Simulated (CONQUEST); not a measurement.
**Rb in CONQUEST: convergence with smearing width**

Input of the first run (smearing width 0.4 eV); the others differ in this setting and in those tied to it:

Conquest_input

```
IO.Title Rb
IO.Coordinates coords.dat
IO.FractionalAtomicCoords T
IO.Iprint 2
IO.Iprint_init 1
General.NumberOfSpecies 1
General.PseudopotentialType hamann
AtomMove.TypeOfRun static
AtomMove.FullStress T
Grid.GridCutoff 120
DM.SolutionMethod diagon
Diag.MPMesh T
Diag.GammaCentred T
Diag.MPMeshX 5
Diag.MPMeshY 5
Diag.MPMeshZ 5
Diag.kT 0.01469973
minE.SCTolerance 1e-6
SC.MaxIters 100
IO.AtomChargeOutput T
%block ChemicalSpeciesLabel
1 85.470 Rb
%endblock
```

Contents of coords.dat:

```
   10.5919149285     0.0000000000     0.0000000000
    0.0000000000    10.5919149285     0.0000000000
    0.0000000000     0.0000000000    10.5919149285
2
 -0.0008810000   0.0044100000  -0.0054960000 1 T T T
  0.5021520000   0.4992660000   0.5013470000 1 T T T
```

Potentials or basis: PseudoDojo NC PBE, SZP, grid cutoff 120 Ha.

Command:

```sh
$ OMP_NUM_THREADS=1 Conquest
```

The cell isn't the ideal one: atoms moved at random.

Hardware: 1 thread of AMD EPYC 7B13 (Zen 3), with other jobs on the host.

**Question.** The values tried are 0.4 eV, 0.3 eV, 0.2 eV, 0.1 eV, 0.05 eV, 0.025 eV, 0.01 eV, 0.005 eV, loosest first. From which on does the energy stay within 1 meV/atom of the tightest run that finished?

**Answer.** From 0.05 eV on.

| smearing width | energy less the tightest run, at zero smearing (meV/atom) | pressure (GPa) | SCF cycles | CPU time (s) | peak memory (GiB) |
| --- | --- | --- | --- | --- | --- |
| 0.4 eV | -13.25 | 0.37 | 5 | 44 | 1.2 |
| 0.3 eV | -9.60 | 0.31 | 5 | 44 | 1.2 |
| 0.2 eV | -6.31 | 0.27 | 5 | 44 | 1.2 |
| 0.1 eV | -1.19 | 0.25 | 5 | 43 | 1.2 |
| 0.05 eV | 0.10 | 0.25 | 5 | 44 | 1.2 |
| 0.025 eV | -0.35 | 0.25 | 5 | 44 | 1.2 |
| 0.01 eV | -0.14 | 0.25 | 5 | 43 | 1.2 |
| 0.005 eV | 0.00 | 0.25 | 5 | 44 | 1.2 |

Against the tightest run, the pressure stays within 0.1 GPa from 0.3 eV on. Narrower smearing needs a denser k mesh, so at a fixed mesh the narrowest width isn't the most accurate. The tightest run that finished is the yardstick and may itself not be fully converged.

Caveat, for the tightest run too: the atomic basis is small; the basis of atomic orbitals isn't converged, which shifts pressures, moduli and gaps.
